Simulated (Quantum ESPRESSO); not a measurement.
BN: phonon spectrum and thermodynamics under several settings

```
N B
1.0
     2.49824    0.00000    0.00000
    -1.24912    2.16354    0.00000
     0.00000    0.00000    6.63570
N B
2 2
Cartesian
  1.2491 0.7212 1.6589
  0.0000 1.4424 4.9768
  1.2491 0.7212 4.9768
  0.0000 1.4424 1.6589
```

All runs used Quantum ESPRESSO 7.5; k mesh 6 × 6 × 2, shifted; relaxed cell; no spin polarisation; cutoff 1143 eV; occupations smeared at first, fixed for the response; q mesh 2 × 2 × 2.

| level | potentials | volume (Å³/atom) | pressure (GPa) | highest frequency (cm⁻¹) | zero-point energy (meV/atom) | entropy at room temperature (k_B/atom) |
| --- | --- | --- | --- | --- | --- | --- |
| LDA | PseudoDojo 0.4.1 SR LDA standard | ? | 0.0 | ? | ? | ? |
| PBE | PseudoDojo 0.4.1 SR PBE standard | 10.16 | 0.3 | 1577 | 154.0 | 0.82 |

What stands in the row left open?

Volume 8.69 Å³/atom; highest frequency 1619 cm⁻¹; zero-point energy 156.6 meV/atom; entropy at room temperature 0.79 k_B/atom.

Caveats: all runs use coarse meshes; the layers were relaxed without a dispersion term, so their spacing and the soft interlayer modes are unreliable; this functional lacks dispersion, which binds the layers, so the pressure and a relaxed spacing across them are unreliable (some runs).

For the row left open. Caveat: the k mesh is coarse (spacing up to 0.48 Å⁻¹), so the values aren't converged; the layers were relaxed without a dispersion term, so their spacing and the soft interlayer modes are unreliable.
